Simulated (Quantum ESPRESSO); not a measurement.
## KCl (Sylvite) under changes of volume

One of the cells (31.151 Å³/atom); the others are scaled copies at fixed shape and fractional positions:

```xyz
2
Lattice="0.0000 3.1465 3.1465 3.1465 0.0000 3.1465 3.1465 3.1465 0.0000" Properties=species:S:1:pos:R:3 pbc="T T T"
K     0.0000    0.0000    0.0000
Cl    3.1465    3.1465    3.1465
```

| Property | Result |
| --- | --- |
| Program | Quantum ESPRESSO 7.5 |
| Functional | LDA |
| Potentials or basis | PseudoDojo 0.4.1 SR LDA standard |
| Cutoff | 980 eV |
| Density cutoff | 3918 eV |
| k mesh | 7 × 7 × 7 |
| Occupations | fermi-dirac, width 0.05 eV |
| Spin | no spin polarisation |

```tsv
volume (Å³/atom)	energy over the lowest point (meV/atom)	pressure (GPa)	gap on the mesh (eV)
29.282	0.00	-1.0	4.96
29.905	4.48	-1.3	4.88
30.528	10.35	-1.7	4.81
31.151	?	?	?
31.774	25.63	-2.2	4.68
32.397	34.73	-2.5	4.62
33.020	44.64	-2.6	4.56
```

Question: What does the run at 31.151 Å³/atom give?

Answer: Energy over the lowest point 17.46 meV/atom; pressure -2.0 GPa; gap on the mesh 4.74 eV.

Worked out: A Birch-Murnaghan fit of order 3 (a polynomial in V^(-2/3)) to the other rows has no minimum within the range. It gives 17.46 meV/atom at 31.151 Å³/atom, against the run's 17.46, and -dE/dV = -2.0 GPa, against -2.0. A straight line through the other rows of the gap, of slope -3.3 eV per unit of ln V (its deformation potential), gives 4.75 eV, against the run's 4.74.

Energies are extrapolated to zero smearing.

Caveats: an odd mesh through Γ misses points on the zone boundary, where band edges often lie (some runs).
